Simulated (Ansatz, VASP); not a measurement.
## Cross-check of InSb between VASP and Ansatz

Wanted: the spread between two codes on one cell, functional and k mesh. The cell is taken from a series of VASP runs on this material, whose earlier steps may have relaxed, scaled or displaced it; both programs get it as it stands.

Program: Ansatz 0.2.0. Level of theory: plane waves, with VASP 6.6.1 beside it; band structure at r2SCAN with rVV10 and single point at r2SCAN with rVV10. Results are calculated unless marked as measured.

## (1) The structure

Symmetry: F-43m, No. 216, cubic system. Conventional cell: a = 6.523 Å, b = 6.523 Å, c = 6.523 Å, α = 90.00°, β = 90.00°, γ = 90.00°. Nearest to In lie 4 Sb at 2.82 Å. Sb has 4 In at 2.82 Å nearest. Farther neighbours are not listed.

## (2) VASP: band structure, r2SCAN with rVV10

Levels along a path test the potential and the projectors away from the mesh points.

Lines of VASP's logs that name or quote its potential files are left out, and so is its time.

INCAR

```
SYSTEM = InSb
PREC = Accurate
ENCUT = 400
EDIFF = 1E-06
NELM = 100
ISMEAR = 0
SIGMA = 0.05
LREAL = .FALSE.
ALGO = Normal
METAGGA = R2SCAN
LUSE_VDW = .TRUE.
IVDW_NL = 2
BPARAM = 11.95
CPARAM = 0.0093
LASPH = .TRUE.
NBANDS = 21
LORBIT = 11
LWAVE = .FALSE.
LCHARG = .FALSE.
KPAR = 2
```

POSCAR

```
InSb
1.0
    0.0000000000      3.2616514896      3.2616514896
    3.2616514896      0.0000000000      3.2616514896
    3.2616514896      3.2616514896      0.0000000000
In Sb
1 1
Direct
    0.0000000000      0.0000000000      0.0000000000
    0.2500000000      0.2500000000      0.2500000000
```

KPOINTS

```
Automatic mesh
0
Gamma
6 6 6
0 0 0
```

KPOINTS_OPT

```
Line mode
16
Line-mode
Reciprocal
  0.00000000   0.00000000   0.00000000 GAMMA
  0.50000000   0.00000000   0.50000000 X

  0.50000000   0.00000000   0.50000000 X
  0.50000000   0.25000000   0.75000000 W

  0.50000000   0.25000000   0.75000000 W
  0.37500000   0.37500000   0.75000000 K

  0.37500000   0.37500000   0.75000000 K
  0.00000000   0.00000000   0.00000000 GAMMA

  0.00000000   0.00000000   0.00000000 GAMMA
  0.50000000   0.50000000   0.50000000 L

  0.50000000   0.50000000   0.50000000 L
  0.62500000   0.25000000   0.62500000 U

  0.62500000   0.25000000   0.62500000 U
  0.50000000   0.25000000   0.75000000 W

  0.50000000   0.25000000   0.75000000 W
  0.50000000   0.50000000   0.50000000 L

  0.50000000   0.50000000   0.50000000 L
  0.37500000   0.37500000   0.75000000 K

  0.62500000   0.25000000   0.62500000 U
  0.50000000   0.00000000   0.50000000 X
```

The projector-augmented-wave data sets are In_d and Sb (PBE family, release 64).

Launch:

```sh
$ mpirun -np 2 vasp_std
```

Numbers of over 12 decimals in the logs are rounded to 6 here.

The log of the run:

```text
[banner, memory and clock lines left out]
running    2 mpi-ranks, on    1 nodes
 distrk:  each k-point on    1 cores,    2 groups
 distr:  one band on    1 cores,    1 groups

 POSCAR found type information on POSCAR InSb
 POSCAR found :  2 types and       2 ions
|                                                                             |
|               ----> ADVICE to this user running VASP <----                  |
|                                                                             |
|     You have switched on vdW-DFT.                                           |
|     This routine was written and supplied by Jiri Klimes. We recommend      |
|     that you carefully read and cite the following publications:            |
|       J. Klimes, D.R. Bowler, A. Michelides                                 |
|          J. Phys.: Cond Matt. 22 022201 (2010)                              |
|       J. Klimes, D.R. Bowler, A. Michelides                                 |
|          Phys. Rev. B. 83, 195131 (2011)                                    |
|     and references therein.                                                 |
|                                                                             |

|                                                                             |
|               ----> ADVICE to this user running VASP <----                  |
|                                                                             |
|     You enforced a specific xc type in the INCAR file but a different       |
|     [... a line on the potential file left out ...]
|     I HOPE YOU KNOW WHAT YOU ARE DOING!                                     |
|                                                                             |

 LDA part: xc-table for (None), standard interpolation
 POSCAR, INCAR and KPOINTS ok, starting setup
 FFT: planning ... GRIDC
 FFT: planning ... GRID_SOFT
 FFT: planning ... GRID
 WAVECAR not read
 entering main loop
       N       E                     dE             d eps       ncg     rms          rms(c)
Total rVV10 correction in eV:      0.5756418    23.4983124
Total rVV10 correction in eV:      0.5756418    23.4983124
DAV:   1     0.757125980392E+02    0.75713E+02   -0.64830E+03   677   0.706E+02
DAV:   2    -0.419207415885E+02   -0.11763E+03   -0.11236E+03   726   0.224E+02
DAV:   3    -0.509683052513E+02   -0.90476E+01   -0.89862E+01   837   0.654E+01
DAV:   4    -0.512384153503E+02   -0.27011E+00   -0.26998E+00   846   0.117E+01
DAV:   5    -0.512518916222E+02   -0.13476E-01   -0.13475E-01   972   0.218E+00    0.536E+00
Total rVV10 correction in eV:      0.5788529    23.4983133
Total rVV10 correction in eV:      0.5788529    23.4983133
DAV:   6    -0.481528044880E+02    0.30991E+01   -0.11836E+00   845   0.158E+01    0.277E+00
Total rVV10 correction in eV:      0.5852441    23.4983133
Total rVV10 correction in eV:      0.5852441    23.4983133
DAV:   7    -0.481433904809E+02    0.94140E-02   -0.59050E-02   762   0.186E+00    0.162E+00
Total rVV10 correction in eV:      0.5927423    23.4983133
Total rVV10 correction in eV:      0.5927423    23.4983133
DAV:   8    -0.481493563908E+02   -0.59659E-02   -0.22708E-02   770   0.932E-01    0.511E-01
Total rVV10 correction in eV:      0.5940956    23.4983133
Total rVV10 correction in eV:      0.5940956    23.4983133
DAV:   9    -0.481493106059E+02    0.45785E-04   -0.20385E-03   825   0.427E-01    0.171E-01
Total rVV10 correction in eV:      0.5939766    23.4983133
Total rVV10 correction in eV:      0.5939766    23.4983133
DAV:  10    -0.481492476012E+02    0.63005E-04   -0.48998E-04   785   0.172E-01    0.373E-02
Total rVV10 correction in eV:      0.5941086    23.4983133
Total rVV10 correction in eV:      0.5941086    23.4983133
DAV:  11    -0.481492428451E+02    0.47561E-05   -0.82790E-05   900   0.949E-02    0.613E-02
Total rVV10 correction in eV:      0.5941737    23.4983133
Total rVV10 correction in eV:      0.5941737    23.4983133
DAV:  12    -0.481492446971E+02   -0.18520E-05   -0.38795E-06   927   0.112E-02    0.500E-02
Total rVV10 correction in eV:      0.5941895    23.4983133
Total rVV10 correction in eV:      0.5941895    23.4983133
DAV:  13    -0.481492400024E+02    0.46946E-05   -0.48187E-06   896   0.304E-02    0.149E-02
Total rVV10 correction in eV:      0.5941738    23.4983133
Total rVV10 correction in eV:      0.5941738    23.4983133
DAV:  14    -0.481492401165E+02   -0.11407E-06   -0.21506E-07   436   0.499E-03
Total rVV10 correction in eV:      0.5941750    23.4983133
Total rVV10 correction in eV:      0.5941750    23.4983133
Total rVV10 correction in eV:      0.5941748    23.4983133
Total rVV10 correction in eV:      0.5941748    23.4983133
   1 F= -.48149240E+02 E0= -.48149161E+02  d E =-.157694E-03
 Start KPOINTS_OPT (optional k-point list driver)
k-point batch [1-16\160]
       N       E                     dE             ncg
DAV:   1     0.547073070443E+03   -0.35484E+04      680
DAV:   2    -0.140046828267E+04   -0.19475E+04      715
DAV:   3    -0.155986661244E+04   -0.15940E+03      784
DAV:   4    -0.156478074343E+04   -0.49141E+01      819
DAV:   5    -0.156508559013E+04   -0.30485E+00     1043
DAV:   6    -0.156508972600E+04   -0.41359E-02      855
DAV:   7    -0.156508994521E+04   -0.21922E-03     1062
DAV:   8    -0.156508994718E+04   -0.19652E-05      721
DAV:   9    -0.156508994727E+04   -0.90921E-07      559
[...]
k-point batch [145-160\160]
       N       E                     dE             ncg
DAV:   1     0.335085357427E+03   -0.75669E+04      677
DAV:   2    -0.152448655461E+04   -0.18596E+04      687
DAV:   3    -0.167669409238E+04   -0.15221E+03      872
DAV:   4    -0.168105456126E+04   -0.43605E+01      850
DAV:   5    -0.168129881402E+04   -0.24425E+00      979
DAV:   6    -0.168130414791E+04   -0.53339E-02      866
DAV:   7    -0.168130432937E+04   -0.18146E-03     1022
DAV:   8    -0.168130433117E+04   -0.18021E-05      752
DAV:   9    -0.168130433128E+04   -0.11192E-06      534
```

OUTCAR, selected parts (step 2):

```text
ion  position               nearest neighbor table
   1  0.000  0.000  0.000-   2 2.82   2 2.82   2 2.82   2 2.82
   2  0.250  0.250  0.250-   1 2.82   1 2.82   1 2.82   1 2.82

  LATTYP: Found a face centered cubic cell.
 ALAT       =     6.5233029792

 Subroutine GETGRP returns: Found 24 space group operations
 (whereof 24 operations were pure point group operations)

The static configuration has the point symmetry T_d .

 Found     16 irreducible k-points:

   k-points           NKPTS =     16   k-points in BZ     NKDIM =     16   number of bands    NBANDS=     21

   dimension x,y,z NGX =    30 NGY =   30 NGZ =   30
   dimension x,y,z NGXF=    60 NGYF=   60 NGZF=   60

   ENCUT  =  400.0 eV  29.40 Ry    5.42 a.u.   7.52  7.52  7.52*2*pi/ulx,y,z

   NELECT =      18.0000    total number of electrons

 k-points in reciprocal lattice and weights: Automatic mesh
   0.00000000  0.00000000  0.00000000       0.005
   0.16666667  0.00000000  0.00000000       0.037
   0.33333333  0.00000000  0.00000000       0.037
   0.50000000  0.00000000  0.00000000       0.019
   0.16666667  0.16666667  0.00000000       0.028
   0.33333333  0.16666667  0.00000000       0.111
   0.50000000  0.16666667  0.00000000       0.111
  -0.33333333  0.16666667  0.00000000       0.111
  -0.16666667  0.16666667  0.00000000       0.056
[...]
-0.33333333  0.33333333  0.16666667       0.111
  -0.33333333  0.50000000  0.16666667       0.056

 average (electrostatic) potential at core
       1-102.0465       2 -92.5215

 E-fermi :   4.7603

 k-point     1 :       0.0000    0.0000    0.0000
  band No.  band energies     occupation
    ...
      5     -10.2530      2.00000
      6      -6.2956      2.00000
      7       4.6994      1.91470
      8       4.6994      1.91464
      9       4.6994      1.91464
     10       4.8004      0.25601
     11       7.8981      0.00000
     12       7.8982      0.00000
     13       7.8982      0.00000
     14      10.7447      0.00000
    ...

 k-point     2 :       0.1667    0.0000    0.0000
  band No.  band energies     occupation
    ...
      5     -10.2533      2.00000
      6      -6.0392      2.00000
      7       2.2739      2.00000
      8       4.3628      2.00000
      9       4.3629      2.00000
     10       5.9112      0.00000
     11       8.3603      0.00000
     12       8.3604      0.00000
     13       8.6766      0.00000
     14      11.8786      0.00000
    ...

 k-point     3 :       0.3333    0.0000    0.0000
  band No.  band energies     occupation
    ...
      5     -10.2526      2.00000
      6      -5.3763      2.00000
      7       0.0393      2.00000
      8       3.8737      2.00000
      9       3.8737      2.00000
     10       5.6278      0.00000
     11       8.7705      0.00000
     12       8.7705      0.00000
     13      10.7968      0.00000
     14      11.7787      0.00000
    ...

  Total        0.0373968      0.0373968      0.0373968      0.0000000      0.0000000     -0.0000000
  in kB        0.8633805      0.8633805      0.8633805      0.0000000      0.0000000     -0.0000000
  external PRESSURE =       0.8633805 kB  Pullay stress =       0.0000000 kB

  energy-cutoff  :      400.00
  volume of cell :       69.40
      direct lattice vectors                 reciprocal lattice vectors
     0.000000000  3.261651490  3.261651490    -0.153296574  0.153296574  0.153296574
     3.261651490  0.000000000  3.261651490     0.153296574 -0.153296574  0.153296574
     3.261651490  3.261651490  0.000000000     0.153296574  0.153296574 -0.153296574

 POSITION                                       TOTAL-FORCE (eV/Angst)
 -----------------------------------------------------------------------------------
      0.00000      0.00000      0.00000         0.000000      0.000000      0.000000
      1.63083      1.63083      1.63083        -0.000000     -0.000000     -0.000000
 -----------------------------------------------------------------------------------
    total drift:                                0.000008      0.000008      0.000008

  FREE ENERGIE OF THE ION-ELECTRON SYSTEM (eV)
  ---------------------------------------------------
  free  energy   TOTEN  =       -48.1492401165 eV

  energy  without entropy=      -48.1490824230  energy(sigma->0) =      -48.14916127

 total charge
# of ion       s       p       d       tot
------------------------------------------
    1        0.854   0.735   9.863  11.451
    2        1.107   1.349   0.020   2.476
--------------------------------------------------
tot          1.961   2.083   9.883  13.927

[... 3 further parts left out ...]
```

The run ends at a pressure of 0.09 GPa.

## (3) Ansatz: band structure, r2SCAN with rVV10

Ansatz runs on its default PAW (the set named soft_2) files.

The same cell, functional, mesh and smearing now go to Ansatz, which takes its cutoff from its data sets.

input.yaml

```yaml
crystal:
  lattice:
    - [0.0, 3.2616514896, 3.2616514896]
    - [3.2616514896, 0.0, 3.2616514896]
    - [3.2616514896, 3.2616514896, 0.0]
  atoms:
    - { symbol: In, position: [0.0, 0.0, 0.0] }
    - { symbol: Sb, position: [0.25, 0.25, 0.25] }
hamiltonian:
  xc: r2scan
  pseudopotentials: { kind: paw }
  dispersion: rvv10
kpoints:
  mp_grid: { grid: [6, 6, 6] }
  band_path:
    path:
      - [0.0, 0.0, 0.0]
      - [0.16667, 0.0, 0.16667]
      - [0.33333, 0.0, 0.33333]
      - [0.5, 0.0, 0.5]
      - [0.5, 0.08333, 0.58333]
      - [0.5, 0.18333, 0.68333]
      - [0.5, 0.25, 0.75]
      - [0.45, 0.3, 0.75]
      - [0.40833, 0.34167, 0.75]
      - [0.35, 0.35, 0.7]
      - [0.225, 0.225, 0.45]
      - [0.075, 0.075, 0.15]
      - [0.03333, 0.03333, 0.03333]
      - [0.23333, 0.23333, 0.23333]
      - [0.4, 0.4, 0.4]
      - [0.51667, 0.46667, 0.51667]
      - [0.55833, 0.38333, 0.55833]
      - [0.60833, 0.28333, 0.60833]
      - [0.60833, 0.25, 0.64167]
      - [0.55833, 0.25, 0.69167]
      - [0.51667, 0.25, 0.73333]
      - [0.5, 0.3, 0.7]
      - [0.5, 0.38333, 0.61667]
      - [0.5, 0.48333, 0.51667]
      - [0.475, 0.475, 0.55]
      - [0.425, 0.425, 0.65]
      - [0.38333, 0.38333, 0.73333]
      - [0.59167, 0.18333, 0.59167]
      - [0.55, 0.1, 0.55]
      - [0.5, 0.0, 0.5]
    npoints: 1
scf:
  occupations: { method: gaussian, width: 0.05 }
  n_extra_bands: 7
output:
  forces: true
  stress: true
  eigenvalues: true
```

Launch:

```sh
$ ansatz run input.yaml --threads 2 --pin off --max-ram 4608MiB --backend cpu --events-out ev --progress --plain --runs-dir out
```

The log of the run:

```text
scf.n_extra_bands = 7 over 14 filled bands (N_el = 28.0): the run solves 21 bands
Engine: ansatz 0.2.0, aarch64-unknown-linux-gnu
Pseudopotentials: kind: paw
Pseudopotential: In, paw, valence charge 13, recommended cutoff 500 eV (meta_gga), In.paw.azcp
Pseudopotential: Sb, paw, valence charge 15, recommended cutoff 500 eV (meta_gga), Sb.paw.azcp
Functional definition: r2SCAN+rVV10
  parameter k0 = 0.174
  parameter k1 = 0.065
  parameter a1 = 4.9479
  exchange = r2scan_x(k0 = k0, k1 = k1, a1 = a1)
  correlation = r2scan_c + rvv10(11.95, 0.0093)
Crystal: 2 atoms, lattice volume = 69.397 Å³
Basis set: ecut = 500 eV, 1807 PW (Γ), exchange–correlation on 160×160×160 points (64 copies of the dense FFT grid, shifted against one another)
Bands: 21, of which v1, the nominal top of the filled ones, is band 14 counted from 1 (13 counted from 0)
Symmetry: 24 space group operations
Space group: F-43m (ITA 216), of the structure as read, at distance tolerance 4.1e-5 Å
k-points: 16 of 216 (time reversal used)
Non-local potential: In, projectors of the file, l = 0: 2, l = 1: 2, l = 2: 2, l = 3: 2
Non-local potential: Sb, projectors of the file, l = 0: 2, l = 1: 2, l = 2: 2, l = 3: 2
PAW form: soft (Blöchl's): semilocal exchange-correlation on the pseudo side does not see the compensation charge
rVV10 density: all electrons in the spheres
PAW frozen core: In, regenerated for the run's functional (the file was generated under x = pbe(κ = 0.804, μ = 0.219515), c = pbe(β = 0.066725))
PAW frozen core: Sb, regenerated for the run's functional (the file was generated under x = pbe(κ = 0.804, μ = 0.219515), c = pbe(β = 0.066725))
PAW one-centre angular grid: In, 590 points (default); XC on 289 of its mesh's 2783 points in the sphere
PAW one-centre angular grid: Sb, 590 points (default); XC on 160 Gauss nodes
Initial density: superposition of atomic densities (neutral atoms: chi_scale 0, normalization atom), corrected by the library's trained network
Initial wavefunctions: pseudopotential atomic-orbital guess
Functional: x = r2scan, c = r2scan + rvv10(b = 11.95, C = 0.0093); τ floored in thin density (d = 2e-4 eV/Å³)
SCF iter   1: F=—  HF=-12107.494829 eV  |F-HF|=—  |Δ(HF+E_count)|=         —  Δρ=5.98e-3  dr2=1.63e-2  dr2_τ=6.44e-3  ethr=1.77e-3  ⟨swp⟩=6.3  Hψ=1867  notcnv=0  defer=8
preconditioner: auto → Kerker (q_TF=auto, 2.345 Å⁻¹)  [metal: Δε(μ)=0.040 eV  Ē_g=16.728 eV  σ=0.050 eV  W_gap=0.39  n_scr=14 (ndim 8)  ℏωp=18.9 eV  f_vac=0.118  D(μ)=0.29/eV (n_scr^D=0)]
SCF iter   2: F=—  HF=-12107.501555 eV  |F-HF|=—  |Δ(HF+E_count)|=   6.73e-3  Δρ=2.88e-3  dr2=4.71e-3  dr2_τ=8.17e-5  ethr=5.81e-5  ⟨swp⟩=2.1  Hψ=679  notcnv=0  defer=39
preconditioner: auto → none  [insulator: Δε(μ)=0.080 eV  Ē_g=16.658 eV  σ=0.050 eV  W_gap=0.71  n_scr=14 (ndim 8)  ℏωp=18.9 eV  f_vac=0.116  D(μ)=0.18/eV (n_scr^D=0)  ε∞_Penn≈2.3]
SCF iter   3: F=—  HF=-12107.501142 eV  |F-HF|=—  |Δ(HF+E_count)|=   4.13e-4  Δρ=8.64e-4  dr2=3.15e-4  dr2_τ=3.39e-6  ethr=1.68e-5  ⟨swp⟩=2.0  Hψ=412  notcnv=0  defer=39
SCF iter   4: F=—  HF=-12107.501081 eV  |F-HF|=—  |Δ(HF+E_count)|=   6.05e-5  Δρ=1.08e-4  dr2=1.34e-5  dr2_τ=2.54e-7  ethr=1.13e-6  ⟨swp⟩=2.9  Hψ=521  notcnv=0  defer=39
SCF iter   5: F=—  HF=-12107.501087 eV  |F-HF|=—  |Δ(HF+E_count)|=   5.30e-6  Δρ=5.80e-5  dr2=1.89e-6  dr2_τ=5.67e-8  ethr=4.79e-8  ⟨swp⟩=2.0  Hψ=442  notcnv=0  defer=39
SCF iter   6: F=—  HF=-12107.501088 eV  |F-HF|=—  |Δ(HF+E_count)|=   9.73e-7  Δρ=1.76e-5  dr2=1.17e-7  dr2_τ=4.54e-9  ethr=6.74e-9  ⟨swp⟩=3.0  Hψ=522  notcnv=0  defer=39
SCF iter   7: F=-12107.501088 eV  HF=-12107.501088 eV  |F-HF|=7.77e-10  |Δ(HF+E_count)|=   1.31e-8  Δρ=3.22e-6  dr2=5.48e-9  dr2_τ=1.68e-10  ethr=3.57e-10  ⟨swp⟩=9.8  Hψ=1900  notcnv=0
SCF 1 converged in 7 iterations: F = -12107.501088 eV  dr2 = 5.48e-9
  greatest PAW one-centre occupation: 0.993 electrons in one spin orbital (limit 2), on the Sb atom at site 1 (counted from 0), in its partial waves of l = 2
NSCF: frozen V_eff on 30 k-points
SCF converged after 7 iterations
Free energy (F): -12107.501088 eV
Harris-Foulkes:  -12107.501088 eV  (|F-HF|=7.77e-10)
Internal energy: -12107.500931 eV  (E = F + TS)
E sigma→0 (E₀):  -12107.501009 eV
Entropy (-TS):   -0.000157 eV (-0.078 meV/atom)
Fermi energy:    6.981361 eV
--- Per-component energies (eV) ---
  E_band       = -285.477443
  E_kinetic    = 449.189006
  E_local      = -3228.065565  (includes V_loc(G=0)·N_el)
  E_nonlocal   = 731.390284
  E_hartree    = 1389.117019
  E_xc         = -323.754515
  E_vxc        = -208.088803  (∫ρ·V_xc dr)
  E_paw        = -8787.880694  (= ΣΔE_a)
  E_vpaw       = -822.475851  (= ΣTr[D̂ρ^β])
  E_aug_tail   = 0.000007  (compensation charges beyond the density's cutoff)
  E_vtau       = 14.338175  (kinetic-family band-sum trace: ∫τ·v_τ [+ j·A + Jᵃ·Aᵃ] dr)
  E_ewald      = -2338.968056
  E_core_change = 1.471583  (= ΣΔE_core)
  E_smearing   = -0.000157  (= −TS)
  E_closure    = 0.000000  (closes the sum)
  Σ components = -12107.501088   (vs F -12107.501088, Δ=0.00e0)
--- Forces (eV/Å), atoms counted from 1 ---
  atom   1  In     0.00000000    -0.00000000    -0.00000000
  atom   2  Sb    -0.00000000     0.00000000    -0.00000000
  max |Σ_I F_I| component: 9.25e-17 eV/Å
--- Stress (GPa, compression-positive) ---
       -0.051875       0.000000      -0.000000
       -0.000000      -0.051875       0.000000
       -0.000000       0.000000      -0.051875
  P = ⅓ Tr σ = -0.0519 GPa (-0.519 kbar)
--- Band table (eV; the first three rows and the last of 16) ---
  k-point 0: bands = [... 10 lower, -4.0690, 6.9204, 6.9204, 6.9204, 7.0217, 10.1334, 10.1334, 10.1334, ... 3 higher]
  k-point 1: bands = [... 10 lower, -3.8129, 4.5003, 6.5857, 6.5857, 8.1360, 10.5954, 10.5954, 10.9071, ... 3 higher]
  k-point 2: bands = [... 10 lower, -3.1515, 2.2712, 6.0985, 6.0985, 7.8556, 11.0071, 11.0071, 13.0256, ... 3 higher]
  k-point 15: bands = [... 10 lower, -2.0190, 1.0329, 4.1583, 4.2669, 9.8278, 9.8835, 12.9631, 13.1876, ... 3 higher]
```

Elapsed: 8.3 s, on 2 threads of Arm Neoverse V1, shared host; peak memory 0.62 GiB.

[end of part 1 of 2]

[Lines on the potential files, build, host, timing and source positions are cut from VASP's logs without a mark.]

[Logs are printed without paths, hosts, clocks, repeated set-up lines and the standing remarks that a program may print on its own settings, such as how far it seeks lower states.]

[Hosts, paths, dates, database ids (printed as entryN), source tags and the programs' standing remarks are cut or masked in the printed files.]
